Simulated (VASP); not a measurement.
Here is a VASP 6.6.1 calculation.

File INCAR:

```
ALGO = Normal ; EDIFF = 1E-7
ENCUT = 520 ; GGA = PS
ISIF = 2 ; ISMEAR = 0
ISPIN = 2 ; LASPH = T
LCHARG = T ; LDAU = T
LDAUJ = 0 0 ; LDAUL = 2 -1
LDAUPRINT = 1 ; LDAUTYPE = 2
LDAUU = 4 0 ; LELF = T
LMAXMIX = 4 ; LORBIT = 11
LREAL = F ; LVHAR = T
LWAVE = F ; MAGMOM = 0.5 0
NELM = 60 ; PREC = Accurate
SIGMA = 0.05
```

File KPOINTS:

```
k-points
0
Gamma
  7 7 7
```

Contents of POSCAR:

```
TaN
1.0
    0.0000000000      2.4911437700      2.4911437700
    2.4911437700      0.0000000000      2.4911437700
    2.4911437700      2.4911437700      0.0000000000
Ta N
1 1
Direct
    0.0000000000      0.0000000000      0.0000000000
    0.2500000000      0.2500000000      0.2500000000
```

Potentials or basis: VASP PAW PBE potentials, release 64 (Ta_pv, N).

Launch:

```bash
$ cat potpaw_PBE.64/Ta_pv/POTCAR potpaw_PBE.64/N/POTCAR > POTCAR
$ mpirun -np 1 vasp_std > vasp.out
```

Estimate the pressure.

-24.5 GPa.

What does it give for the band gap on the k mesh?

None (metal or under the smearing width).

Eigenvalues of the final occupation matrices:
```
    site  spin  trace               eigenvalues
site 1 d     1   1.04  0.15 0.15 0.24 0.24 0.24
site 1 d     2   1.04  0.15 0.15 0.25 0.25 0.25
```

Caveat: the PAW data sets were made with another functional, which shifts forces and pressure a little. The state reached can hang on the start; a lower one may exist.
